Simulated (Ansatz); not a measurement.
Reactions of acetic acid.

Computed with Ansatz on PBE0-D4/def2-TZVP structures; ΔE is electronic, products minus reactants. CCSD(T)/CBS is the MP2 limit (def2-TZVPP, def2-QZVPP) plus CCSD(T) − MP2 in def2-TZVPP, frozen cores. This one scheme is used for every species, atoms too. Functionals use def2-TZVPP. Open shells (•) are unrestricted, without spin–orbit coupling. Spin–orbit coupling would lower the free atoms: a little for C, Cl, O. One conformer a species, not always the lowest.

| reaction | CCSD(T)/CBS(def2) (kJ/mol) |
| --- | --- |
| `CC(=O)O` + `[CH3]`• → `[CH2]C(=O)O`• + CH₄ | ? |
| `CC(=O)O` + `F[C](F)F`• → `[CH2]C(=O)O`• + `FC(F)F` | -33 |
| `CC(=O)O` + Cl• → `[CH2]C(=O)O`• + HCl | -4 |
| `CC(=O)O` + H₂O → `O=C(O)O` + CH₄ | ? |
| `CC(=O)O` + `COCO` → `COCOC(C)=O` + H₂O | -1 |
| `CC(=O)O` → 2 C• + 4 H• + 2 O• | 3357 |

**Question.** Fill in the missing values. (Best estimate.)

**Answer.** Ansatz gave: `CC(=O)O` + `[CH3]`• → `[CH2]C(=O)O`• + CH₄: -26.1 kJ/mol; `CC(=O)O` + H₂O → `O=C(O)O` + CH₄: -13.4 kJ/mol.

Largest T1 diagnostic: 0.019, for `[CH2]C(=O)O`•.
